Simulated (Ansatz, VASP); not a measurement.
# CaO (Lime) in two plane-wave programs

Aim: how closely do two programs agree when they are given the same cell, functional and k mesh? The cell is taken from a series of VASP runs on this material, whose earlier steps may have relaxed, scaled or displaced it; both programs get it as it stands.

Program: Ansatz 0.2.0. Level of theory: plane waves, with VASP 6.6.1 beside it; band structure at PBE, dielectric response at LDA and single point at LDA. Results are calculated unless marked as measured.

**1. Starting point**

The structure is cubic, space group Fm-3m (No. 225). Conventional cell: a = 4.813 Å, b = 4.813 Å, c = 4.813 Å, α = 90.00°, β = 90.00°, γ = 90.00°. Ca has 6 O at 2.41 Å nearest. Nearest to O lie 6 Ca at 2.41 Å. Farther neighbours and most contacts between anions are not listed.

Coordinates:

```
Ca O
1.0
     0.00000    2.40650    2.40650
     2.40650    0.00000    2.40650
     2.40650    2.40650    0.00000
Ca O
1 1
Direct
  0.00000 0.00000 0.00000
  0.50000 0.50000 0.50000
```

**2. VASP: band structure, PBE**

The same path points are solved in both programs, so levels can be compared one by one.

Lines of VASP's logs that name or quote its potential files are left out, and so is its time.

Contents of INCAR:

```
SYSTEM = CaO
PREC = Accurate
ENCUT = 460
EDIFF = 1E-06
NELM = 100
ISMEAR = 0
SIGMA = 0.03
LREAL = .FALSE.
ALGO = Normal
GGA = PE
NBANDS = 20
LORBIT = 11
LWAVE = .FALSE.
LCHARG = .FALSE.
KPAR = 4
```

Contents of POSCAR:

```
CaO
1.0
    0.0000000000      2.4065000000      2.4065000000
    2.4065000000      0.0000000000      2.4065000000
    2.4065000000      2.4065000000      0.0000000000
Ca O
1 1
Direct
    0.0000000000      0.0000000000      0.0000000000
    0.5000000000      0.5000000000      0.5000000000
```

Contents of KPOINTS:

```
Automatic mesh
0
Gamma
8 8 8
0 0 0
```

Contents of KPOINTS_OPT:

```
Line mode
10
Line-mode
Reciprocal
  0.00000000   0.00000000   0.00000000 GAMMA
  0.50000000   0.00000000   0.50000000 X

  0.50000000   0.00000000   0.50000000 X
  0.50000000   0.25000000   0.75000000 W

  0.50000000   0.25000000   0.75000000 W
  0.37500000   0.37500000   0.75000000 K

  0.37500000   0.37500000   0.75000000 K
  0.00000000   0.00000000   0.00000000 GAMMA

  0.00000000   0.00000000   0.00000000 GAMMA
  0.50000000   0.50000000   0.50000000 L

  0.50000000   0.50000000   0.50000000 L
  0.62500000   0.25000000   0.62500000 U

  0.62500000   0.25000000   0.62500000 U
  0.50000000   0.25000000   0.75000000 W

  0.50000000   0.25000000   0.75000000 W
  0.50000000   0.50000000   0.50000000 L

  0.50000000   0.50000000   0.50000000 L
  0.37500000   0.37500000   0.75000000 K

  0.62500000   0.25000000   0.62500000 U
  0.50000000   0.00000000   0.50000000 X
```

Potentials, in the order of the species: Ca_sv and O (PBE family, release 64).

On the command line:

```console
$ mpirun -np 4 vasp_std
```

Numbers of over 12 decimals in the logs are rounded to 6 here.

The program printed:

```text
[banner, memory and clock lines left out]
running    4 mpi-ranks, on    1 nodes
 distrk:  each k-point on    1 cores,    4 groups
 distr:  one band on    1 cores,    1 groups

 POSCAR found type information on POSCAR CaO
 POSCAR found :  2 types and       2 ions
 LDA part: xc-table for (Slater+PW92), standard interpolation
 POSCAR, INCAR and KPOINTS ok, starting setup
 FFT: planning ... GRIDC
 FFT: planning ... GRID_SOFT
 FFT: planning ... GRID
 WAVECAR not read
 entering main loop
       N       E                     dE             d eps       ncg     rms          rms(c)
DAV:   1     0.120331477676E+03    0.12033E+03   -0.71819E+03  1160   0.750E+02
DAV:   2    -0.100462574053E+02   -0.13038E+03   -0.12147E+03  1256   0.235E+02
DAV:   3    -0.144203662295E+02   -0.43741E+01   -0.43344E+01  1536   0.434E+01
DAV:   4    -0.145108040819E+02   -0.90438E-01   -0.90370E-01  1424   0.565E+00
DAV:   5    -0.145128826862E+02   -0.20786E-02   -0.20785E-02  1464   0.733E-01    0.855E+00
DAV:   6    -0.128855847730E+02    0.16273E+01   -0.29495E+00  1284   0.164E+01    0.360E+00
DAV:   7    -0.128092555546E+02    0.76329E-01   -0.29413E-01  1360   0.464E+00    0.183E+00
DAV:   8    -0.128072276152E+02    0.20279E-02   -0.89937E-02  1516   0.243E+00    0.532E-01
DAV:   9    -0.128048865415E+02    0.23411E-02   -0.44673E-03  1340   0.473E-01    0.118E-01
DAV:  10    -0.128055590364E+02   -0.67249E-03   -0.63215E-04  1304   0.186E-01    0.581E-02
DAV:  11    -0.128055280843E+02    0.30952E-04   -0.33723E-05  1540   0.660E-02    0.673E-03
DAV:  12    -0.128055287978E+02   -0.71349E-06   -0.78727E-06  1296   0.194E-02
   1 F= -.12805529E+02 E0= -.12805529E+02  d E =-.164012E-35
 Start KPOINTS_OPT (optional k-point list driver)
k-point batch [1-29\100]
       N       E                     dE             ncg
DAV:   1    -0.170361430490E+04   -0.17767E+05     1160
DAV:   2    -0.526023327226E+04   -0.35566E+04     1308
DAV:   3    -0.538091848299E+04   -0.12069E+03     1484
DAV:   4    -0.538301702299E+04   -0.20985E+01     1360
DAV:   5    -0.538306222195E+04   -0.45199E-01     1476
DAV:   6    -0.538306345799E+04   -0.12360E-02     1352
DAV:   7    -0.538306349469E+04   -0.36696E-04     1452
DAV:   8    -0.538306349572E+04   -0.10324E-05      976
DAV:   9    -0.538306349579E+04   -0.72500E-07      860
[...]
k-point batch [88-100\100]
       N       E                     dE             ncg
DAV:   1     0.859600903645E+04   -0.90789E+04      520
DAV:   2     0.701248357299E+04   -0.15835E+04      588
DAV:   3     0.696013220660E+04   -0.52351E+02      696
DAV:   4     0.695944637315E+04   -0.68583E+00      588
DAV:   5     0.695943422785E+04   -0.12145E-01      700
DAV:   6     0.695943394634E+04   -0.28151E-03      568
DAV:   7     0.695943393941E+04   -0.69224E-05      696
DAV:   8     0.695943393927E+04   -0.14343E-06      376
```

From OUTCAR (step 2):

```text
ion  position               nearest neighbor table
   1  0.000  0.000  0.000-   2 2.41   2 2.41   2 2.41   2 2.41   2 2.41   2 2.41
   2  0.500  0.500  0.500-   1 2.41   1 2.41   1 2.41   1 2.41   1 2.41   1 2.41

  LATTYP: Found a face centered cubic cell.
 ALAT       =     4.8130000000

 Subroutine GETGRP returns: Found 48 space group operations
 (whereof 48 operations were pure point group operations)

The static configuration has the point symmetry O_h .

 Found     29 irreducible k-points:

   k-points           NKPTS =     29   k-points in BZ     NKDIM =     29   number of bands    NBANDS=     20

   dimension x,y,z NGX =    24 NGY =   24 NGZ =   24
   dimension x,y,z NGXF=    48 NGYF=   48 NGZF=   48

   ENCUT  =  460.0 eV  33.81 Ry    5.81 a.u.   5.95  5.95  5.95*2*pi/ulx,y,z

   NELECT =      16.0000    total number of electrons

 k-points in reciprocal lattice and weights: Automatic mesh
   0.00000000  0.00000000  0.00000000       0.002
   0.12500000  0.00000000  0.00000000       0.016
   0.25000000  0.00000000  0.00000000       0.016
   0.37500000  0.00000000  0.00000000       0.016
   0.50000000  0.00000000  0.00000000       0.008
   0.12500000  0.12500000  0.00000000       0.012
   0.25000000  0.12500000  0.00000000       0.047
   0.37500000  0.12500000  0.00000000       0.047
   0.50000000  0.12500000  0.00000000       0.047
[...]
-0.37500000  0.50000000  0.12500000       0.023
  -0.25000000  0.50000000  0.25000000       0.012

 average (electrostatic) potential at core
       1 -44.0292       2 -70.2387

 E-fermi :   2.5824

 k-point     1 :       0.0000    0.0000    0.0000
  band No.  band energies     occupation
    ...
      4     -16.0941      2.00000
      5     -13.1959      2.00000
      6       2.3258      2.00000
      7       2.3258      2.00000
      8       2.3258      2.00000
      9       7.0055      0.00000
     10       8.5413      0.00000
     11       8.5413      0.00000
     12       8.5413      0.00000
     13      10.0396      0.00000
    ...

 k-point     2 :       0.1250    0.0000    0.0000
  band No.  band energies     occupation
    ...
      4     -16.1020      2.00000
      5     -12.9787      2.00000
      6       1.7926      2.00000
      7       2.1166      2.00000
      8       2.1166      2.00000
      9       7.6883      0.00000
     10       8.5020      0.00000
     11       8.8042      0.00000
     12       8.8042      0.00000
     13      10.4046      0.00000
    ...

 k-point     3 :       0.2500    0.0000    0.0000
  band No.  band energies     occupation
    ...
      4     -16.1209      2.00000
      5     -12.5356      2.00000
      6       0.7961      2.00000
      7       1.6690      2.00000
      8       1.6690      2.00000
      9       8.5681      0.00000
     10       9.1468      0.00000
     11       9.4934      0.00000
     12       9.4934      0.00000
     13      11.2833      0.00000
    ...

  Total        0.2106730      0.2106730      0.2106730      0.0000000      0.0000000      0.0000000
  in kB       12.1096551     12.1096551     12.1096551      0.0000000      0.0000000      0.0000000
  external PRESSURE =      12.1096551 kB  Pullay stress =       0.0000000 kB

  energy-cutoff  :      460.00
  volume of cell :       27.87
      direct lattice vectors                 reciprocal lattice vectors
     0.000000000  2.406500000  2.406500000    -0.207770621  0.207770621  0.207770621
     2.406500000  0.000000000  2.406500000     0.207770621 -0.207770621  0.207770621
     2.406500000  2.406500000  0.000000000     0.207770621  0.207770621 -0.207770621

 POSITION                                       TOTAL-FORCE (eV/Angst)
 -----------------------------------------------------------------------------------
      0.00000      0.00000      0.00000         0.000000     -0.000000      0.000000
      2.40650      2.40650      2.40650        -0.000000      0.000000     -0.000000
 -----------------------------------------------------------------------------------
    total drift:                                0.000000     -0.000000     -0.000000

  FREE ENERGIE OF THE ION-ELECTRON SYSTEM (eV)
  ---------------------------------------------------
  free  energy   TOTEN  =       -12.8055287978 eV

  energy  without entropy=      -12.8055287978  energy(sigma->0) =      -12.80552880

 total charge
# of ion       s       p       d       tot
------------------------------------------
    1        2.041   5.880   0.299   8.220
    2        1.557   3.453   0.000   5.010
--------------------------------------------------
tot          3.598   9.333   0.299  13.230

[... 3 further parts left out ...]
```

The run ends at a pressure of 1.21 GPa.

**3. Ansatz: band structure, PBE**

Ansatz runs on its default PAW (the set named soft_2) files.

The same cell, functional, mesh and smearing now go to Ansatz, which takes its cutoff from its data sets.

Contents of input.yaml:

```yaml
crystal:
  lattice:
    - [0.0, 2.4065, 2.4065]
    - [2.4065, 0.0, 2.4065]
    - [2.4065, 2.4065, 0.0]
  atoms:
    - { symbol: Ca, position: [0.0, 0.0, 0.0] }
    - { symbol: O, position: [0.5, 0.5, 0.5] }
hamiltonian:
  xc: pbe
  pseudopotentials: { kind: paw }
kpoints:
  mp_grid: { grid: [8, 8, 8] }
  band_path:
    path:
      - [0.0, 0.0, 0.0]
      - [0.16667, 0.0, 0.16667]
      - [0.33333, 0.0, 0.33333]
      - [0.5, 0.0, 0.5]
      - [0.5, 0.08333, 0.58333]
      - [0.5, 0.19444, 0.69444]
      - [0.5, 0.25, 0.75]
      - [0.45833, 0.29167, 0.75]
      - [0.40278, 0.34722, 0.75]
      - [0.375, 0.375, 0.75]
      - [0.20833, 0.20833, 0.41667]
      - [0.08333, 0.08333, 0.16667]
      - [0.0, 0.0, 0.0]
      - [0.22222, 0.22222, 0.22222]
      - [0.38889, 0.38889, 0.38889]
      - [0.51389, 0.47222, 0.51389]
      - [0.55556, 0.38889, 0.55556]
      - [0.61111, 0.27778, 0.61111]
      - [0.61111, 0.25, 0.63889]
      - [0.56944, 0.25, 0.68056]
      - [0.51389, 0.25, 0.73611]
      - [0.5, 0.27778, 0.72222]
      - [0.5, 0.38889, 0.61111]
      - [0.5, 0.47222, 0.52778]
      - [0.48611, 0.48611, 0.52778]
      - [0.43056, 0.43056, 0.63889]
      - [0.38889, 0.38889, 0.72222]
      - [0.59722, 0.19444, 0.59722]
      - [0.55556, 0.11111, 0.55556]
      - [0.5, 0.0, 0.5]
    npoints: 1
scf:
  occupations: { method: gaussian, width: 0.03 }
  n_extra_bands: 7
output:
  forces: true
  stress: true
  eigenvalues: true
```

On the command line:

```console
$ ansatz run input.yaml --threads 2 --pin off --max-ram 4608MiB --backend cpu --events-out ev --progress --plain --runs-dir out
```

The program printed:

```text
scf.n_extra_bands = 7 over 8 filled bands (N_el = 16.0): the run solves 15 bands
Engine: ansatz 0.2.0, aarch64-unknown-linux-gnu
Pseudopotentials: kind: paw
Pseudopotential: Ca, paw, valence charge 10, recommended cutoff 420 eV (normal), Ca.paw.azcp
Pseudopotential: O, paw, valence charge 6, recommended cutoff 420 eV (normal), O.paw.azcp
Functional definition: PBE
  parameter kappa = 0.804
  parameter beta = 0.066725
  exchange = pbe_x(kappa = kappa, mu = beta*pi^2/3)
  correlation = pbe_c(beta = beta)
Crystal: 2 atoms, lattice volume = 27.873 Å³
Basis set: ecut = 420 eV, 537 PW (Γ), exchange–correlation on 48×48×48 points (8 copies of the dense FFT grid, shifted against one another)
Bands: 15, of which v1, the nominal top of the filled ones, is band 8 counted from 1 (7 counted from 0)
Symmetry: 48 space group operations
Space group: Fm-3m (ITA 225), of the structure as read, at distance tolerance 3.0e-5 Å
k-points: 29 of 512
Non-local potential: Ca, projectors of the file, l = 0: 3, l = 1: 2, l = 2: 2
Non-local potential: O, projectors of the file, l = 0: 2, l = 1: 2, l = 2: 1
PAW form: soft (Blöchl's): semilocal exchange-correlation on the pseudo side does not see the compensation charge
PAW one-centre angular grid: Ca, 110 points (default); XC on 64 Gauss nodes
PAW one-centre angular grid: O, 110 points (default); XC on 64 Gauss nodes
Initial density: superposition of atomic densities (neutral atoms: chi_scale 0, normalization atom), corrected by the library's trained network
Initial wavefunctions: pseudopotential atomic-orbital guess
Functional: x = pbe(κ = 0.804, μ = 0.219515), c = pbe(β = 0.066725)
SCF iter   1: F=—  HF=-2387.721570 eV  |F-HF|=—  |Δ(HF+E_count)|=         —  Δρ=8.16e-4  dr2=1.33e-4  ethr=1.77e-3  ⟨swp⟩=7.8  Hψ=2923  notcnv=0  defer=2
preconditioner: auto → none  [insulator: Δε(μ)=3.654 eV  Ē_g=19.959 eV  σ=0.030 eV  W_gap=1.00  n_scr=8 (ndim 8)  ℏωp=26.3 eV  f_vac=0.000  D(μ)=0.00/eV (n_scr^D=0)  ε∞_Penn≈2.7]
SCF iter   2: F=—  HF=-2387.721707 eV  |F-HF|=—  |Δ(HF+E_count)|=   1.37e-4  Δρ=6.62e-4  dr2=1.23e-4  ethr=8.29e-7  ⟨swp⟩=2.1  Hψ=888  notcnv=0  defer=25
SCF iter   3: F=—  HF=-2387.721701 eV  |F-HF|=—  |Δ(HF+E_count)|=   5.60e-6  Δρ=4.04e-4  dr2=4.51e-5  ethr=7.69e-7  ⟨swp⟩=1.0  Hψ=400  notcnv=0  defer=25
SCF iter   4: F=—  HF=-2387.721716 eV  |F-HF|=—  |Δ(HF+E_count)|=   1.43e-5  Δρ=2.33e-4  dr2=8.99e-6  ethr=2.82e-7  ⟨swp⟩=1.0  Hψ=400  notcnv=0  defer=25
SCF iter   5: F=—  HF=-2387.721739 eV  |F-HF|=—  |Δ(HF+E_count)|=   2.35e-5  Δρ=2.20e-4  dr2=7.51e-6  ethr=5.62e-8  ⟨swp⟩=2.0  Hψ=515  notcnv=0  defer=25
SCF iter   6: F=—  HF=-2387.721762 eV  |F-HF|=—  |Δ(HF+E_count)|=   2.29e-5  Δρ=2.85e-4  dr2=2.18e-5  ethr=4.69e-8  ⟨swp⟩=2.2  Hψ=487  notcnv=0  defer=25  recentre
SCF iter   7: F=—  HF=-2387.721762 eV  |F-HF|=—  |Δ(HF+E_count)|=   3.31e-7  Δρ=1.98e-4  dr2=1.11e-5  ethr=4.69e-8  ⟨swp⟩=1.0  Hψ=400  notcnv=0  defer=25
SCF iter   8: F=—  HF=-2387.721762 eV  |F-HF|=—  |Δ(HF+E_count)|=   5.96e-7  Δρ=1.24e-4  dr2=4.60e-6  ethr=4.69e-8  ⟨swp⟩=1.0  Hψ=400  notcnv=0  defer=25
SCF iter   9: F=—  HF=-2387.721761 eV  |F-HF|=—  |Δ(HF+E_count)|=   7.81e-7  Δρ=6.46e-5  dr2=1.26e-6  ethr=2.87e-8  ⟨swp⟩=1.0  Hψ=400  notcnv=0  defer=25
SCF iter  10: F=-2387.721761 eV  HF=-2387.721761 eV  |F-HF|=3.90e-10  |Δ(HF+E_count)|=   2.93e-7  Δρ=1.12e-6  dr2=4.65e-10  ethr=6.25e-10  ⟨swp⟩=6.4  Hψ=1902  notcnv=0
SCF 1 converged in 10 iterations: F = -2387.721761 eV  dr2 = 4.65e-10
  greatest PAW one-centre occupation: 0.995 electrons in one spin orbital (limit 2), on the Ca atom at site 0 (counted from 0), in its partial waves of l = 0
NSCF: frozen V_eff on 30 k-points
SCF converged after 10 iterations
Free energy (F): -2387.721761 eV
Harris-Foulkes:  -2387.721761 eV  (|F-HF|=3.90e-10)
Internal energy: -2387.721761 eV  (E = F + TS)
E sigma→0 (E₀):  -2387.721761 eV
Fermi energy:    9.476755 eV
--- Per-component energies (eV) ---
  E_band       = -101.740909
  E_kinetic    = 456.074691
  E_local      = -893.739816  (includes V_loc(G=0)·N_el)
  E_nonlocal   = 111.485537
  E_hartree    = 296.406869
  E_xc         = -213.277656
  E_vxc        = -268.332579  (∫ρ·V_xc dr)
  E_paw        = -1016.293918  (= ΣΔE_a)
  E_vpaw       = -100.044664  (= ΣTr[D̂ρ^β])
  E_aug_tail   = 0.002430  (compensation charges beyond the density's cutoff)
  E_ewald      = -1128.379897
  E_smearing   = -0.000000  (= −TS)
  E_closure    = -0.000000  (closes the sum)
  Σ components = -2387.721761   (vs F -2387.721761, Δ=0.00e0)
--- Forces (eV/Å), atoms counted from 1 ---
  atom   1  Ca    -0.00000000     0.00000000    -0.00000000
  atom   2  O      0.00000000    -0.00000000    -0.00000000
  max |Σ_I F_I| component: 1.28e-29 eV/Å
--- Stress (GPa, compression-positive) ---
        1.199374       0.000000       0.000000
        0.000000       1.199374       0.000000
        0.000000       0.000000       1.199374
  P = ⅓ Tr σ = 1.1994 GPa (11.994 kbar)
--- Band table (eV; the first three rows and the last of 29) ---
  k-point 0: bands = [... 4 lower, -7.8595, 7.6489, 7.6489, 7.6489, 12.3462, 13.8763, 13.8763, 13.8763, ... 3 higher]
  k-point 1: bands = [... 4 lower, -7.6446, 7.1188, 7.4422, 7.4422, 13.0277, 13.8350, 14.1376, 14.1376, ... 3 higher]
  k-point 2: bands = [... 4 lower, -7.2061, 6.1278, 6.9986, 6.9986, 13.8988, 14.4838, 14.8233, 14.8233, ... 3 higher]
  k-point 28: bands = [... 4 lower, -7.2473, 6.3783, 6.5944, 6.5944, 13.9581, 13.9581, 16.0110, 17.1625, ... 3 higher]
```

The job ended after 1.4 s (2 threads of Arm Neoverse N1, shared host; peak memory 0.26 GiB; 2.2 s of CPU time).

**4. Differences**

Known differences besides the potentials themselves: the cutoff is 420 eV in Ansatz and 460 eV in VASP; VASP leaves aspherical gradient terms in its spheres out (LASPH is not set), Ansatz keeps them. Total energies have different zeros and are not compared.

Both answers:

```
                                        quantity  Ansatz   VASP  difference
                                  pressure (GPa)    1.20   1.21       -0.01
pressure without Ansatz's Pulay correction (GPa)    0.79   1.21       -0.42
                   gap over the path points (eV)   3.656  3.638      +0.018
```

Levels at points of the path, from each program's valence-band top (eV; 3 filled, then empty):

```
k (reciprocal lattice)                            Ansatz                              VASP
     0.000 0.000 0.000     0.00 0.00 0.00 4.70 6.23 6.23     0.00 0.00 0.00 4.68 6.22 6.22
     0.167 0.000 0.167  -1.20 -0.18 -0.18 5.38 5.82 7.17  -1.20 -0.19 -0.19 5.37 5.81 7.17
     0.333 0.000 0.333  -1.69 -0.36 -0.36 4.15 7.34 8.56  -1.69 -0.36 -0.36 4.13 7.33 8.55
     0.500 0.000 0.500  -1.30 -0.37 -0.37 3.66 8.02 8.88  -1.30 -0.38 -0.38 3.64 8.02 8.87
     0.500 0.083 0.583  -1.28 -0.61 -0.52 4.04 8.16 8.86  -1.28 -0.62 -0.52 4.03 8.16 8.86
     0.500 0.194 0.694  -1.17 -1.17 -0.90 5.43 7.21 8.34  -1.18 -1.17 -0.90 5.43 7.21 8.34
     0.500 0.250 0.750  -1.27 -1.05 -1.05 6.31 6.31 8.36  -1.28 -1.06 -1.06 6.30 6.30 8.36
     0.458 0.292 0.750  -1.29 -1.14 -0.93 5.70 7.00 8.39  -1.30 -1.14 -0.94 5.69 6.99 8.39
     0.403 0.347 0.750  -1.32 -1.20 -0.80 5.21 7.81 8.51  -1.33 -1.20 -0.80 5.19 7.81 8.51
     0.375 0.375 0.750  -1.33 -1.21 -0.78 5.14 7.98 8.54  -1.33 -1.21 -0.78 5.13 7.97 8.53
```

Among the levels compared at these points, filled levels agree within 13 meV and empty ones within 18 meV. Ansatz's pressure holds a Pulay correction of 0.41 GPa; VASP's holds none.

[end of part 1 of 2]

[Lines on the potential files, build, host, timing and source positions are cut from VASP's logs without a mark.]

[Logs are printed without paths, hosts, clocks, repeated set-up lines and the standing remarks that a program may print on its own settings, such as how far it seeks lower states.]

[Hosts, paths, dates, database ids (printed as entryN), source tags and the programs' standing remarks are cut or masked in the printed files.]
